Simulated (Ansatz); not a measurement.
Runs of Ansatz 0.2.0 on Pd. It takes space group Im-3m (No. 229, cubic). Conventional cell: a = 3.145 Å, b = 3.145 Å, c = 3.145 Å, α = 90.00°, β = 90.00°, γ = 90.00°. Around Pd (site symmetry m-3m) lie 8 Pd at 2.72 Å. This isn't the form of Pd at room conditions, which is fcc.

```csv
task,level,spin,cell,k mesh,cutoff (eV),points for each segment of the path,gap on the mesh (eV),pressure (GPa),relaxed volume (Å³/atom)
relaxation of cell and atoms,HSEsol,off,relaxed,6 × 6 × 6,420,-,none,0.0,14.42
band structure,HSE03,off,as given,6 × 6 × 6,420,4,none,(c),-
single point,PBE0,off,as given,6 × 6 × 6,420,-,none,-7.0,-
single point,HSE06,"SOC, no magnetisation",as given,5 × 5 × 5,420,-,none,-1.3,-
single point,r2SCAN50,off,as given,6 × 6 × 6,500,-,none,-11.5,-
band structure,HSEsol,off,as given,6 × 6 × 6,420,4,none,-12.6,-
relaxation of cell and atoms,PBEsol0,off,relaxed,6 × 6 × 6,420,-,none,0.0,14.37
relaxation of cell and atoms,B3LYP,off,relaxed,6 × 6 × 6,420,-,none,0.0,(a)
relaxation of cell and atoms,HSE06,off,relaxed,6 × 6 × 6,420,-,none,0.0,14.90
single point,B3LYP,off,as given,6 × 6 × 6,420,-,none,2.3,-
relaxation of cell and atoms,HSE03,off,relaxed,6 × 6 × 6,420,-,none,0.0,(b)
relaxation of cell and atoms,PBE0,off,relaxed,6 × 6 × 6,420,-,none,0.0,(d)
```

Alike in all rows: potentials or basis Ansatz PAW; smearing fermi-dirac 0.05 eV; the mesh is coarse, so values aren't converged.

Q: Fill in the values left out.

A: (a) 15.78; (b) 14.95; (c) -6.2; (d) 14.89.

Caveats: all runs use coarse meshes; the PAW data sets come from PBE, with cores solved anew for the run's functional, which leaves a small shift of forces and pressure; the plane-wave basis is chosen anew once the cell has moved, so the energies of steps on either side of that aren't comparable (some runs); the thresholds are loose for stress (some runs).

A k mesh can miss the band edges, and rows without SOC leave out spin-orbit coupling on Pd.

A gap of «none» marks a metal or a gap under the smearing width.
